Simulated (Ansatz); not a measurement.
Rows from a G0W0 calculation on P (honeycomb bilayer) (Ansatz 0.2.0; G0W0 on PBE, plane waves, PAW; PAW set soft_1; 6×6×1 mesh, 512 empty bands, screening to 80 eV, PAW set soft_1 files), in eV. Spin-orbit coupling is left out.

```csv
row,Σx,Σc,Vxc,Z
A,-8.82,-4.04,-13.42,0.74
B,-16.33,2.10,-13.72,0.70
C,-7.11,-3.39,-10.87,0.76
D,-7.37,-3.78,-11.60,0.74
E,-8.60,-4.10,-13.26,0.74
F,-14.93,1.26,-13.14,0.74
```

Question: Which rows are filled states and which are empty ones, and how can one tell?

Filled: B and F. Empty: A, C, D and E. The sign of Σc tells: for a filled state bare exchange, which holds its interaction with itself, lies below Vxc (Σx − Vxc is -1.8 eV or lower here) and screening gives part back as a positive Σc. For an empty state Σx lies above Vxc (+3.8 eV or more) and the Coulomb hole leaves Σc negative.

[Paths, hosts, dates, memory and timing lines, banners, echoed tables and standing remarks are left out of the program output.]

[Logs are printed without paths, hosts, clocks, repeated set-up lines and the standing remarks that a program may print on its own settings, such as how far it seeks lower states.]

[Runs of the session that timed out or met a known fault of the program may be left out.]

[Cells called generated may have been cut or substituted from an entry of the Crystallography Open Database or the Materials Project.]

[Hosts, paths, dates, database ids (printed as entryN), source tags and the programs' standing remarks are cut or masked in the printed files.]
